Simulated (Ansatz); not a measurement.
# Li: do energies and stresses tell the same story?

Method: Ansatz 0.2.0, DFT PBEsol, scalar-relativistic, plane waves, PAW.

Plane waves to 420 eV, a k mesh through Γ of 16×16×16 on the computed 1-atom cell and Gaussian smearing (0.10 eV); no spin polarisation.

Relaxed cell: Im-3m, a = 3.431 Å, b = 3.431 Å, c = 3.431 Å, α = 90.00°, β = 90.00°, γ = 90.00°, 1 atom in the primitive cell.

Energies at zero smearing and pressures from the stress tensor, at volumes with shape and atoms relaxed:
```json
{"V (Å³/atom)": "18.976", "E − E(first) (meV/atom)": "0.00", "P (GPa)": "0.994"}
{"V (Å³/atom)": "19.582", "E − E(first) (meV/atom)": "-2.78", "P (GPa)": "0.487"}
{"V (Å³/atom)": "20.187", "E − E(first) (meV/atom)": "-3.77", "P (GPa)": "0.043"}
{"V (Å³/atom)": "20.793", "E − E(first) (meV/atom)": "-3.18", "P (GPa)": "-0.347"}
{"V (Å³/atom)": "21.399", "E − E(first) (meV/atom)": "-1.20", "P (GPa)": "-0.690"}
```

**Question.** Check P = −dE/dV between neighbouring volumes, and get the bulk modulus from the pressures alone.

**Answer.** With 1 eV/Å³ = 160.2 GPa:
```tsv
middle V (Å³/atom)	−ΔE/ΔV (GPa)	mean P (GPa)
19.279	0.735	0.740
19.884	0.261	0.265
20.490	-0.156	-0.152
21.096	-0.522	-0.518
```

The two differ by 0.005 GPa at most. The mean of two end pressures misses the average over a step by about ΔV² P″/12, up to 0.006 GPa here; with that taken off 0.001 GPa remains. Around V = 20.187 Å³/atom, the two neighbours give B = −V ΔP/ΔV = 20.187 × 0.834 / 1.211 = 13.9 GPa, against B0 = 13.7 GPa from the Birch–Murnaghan fit of the energies.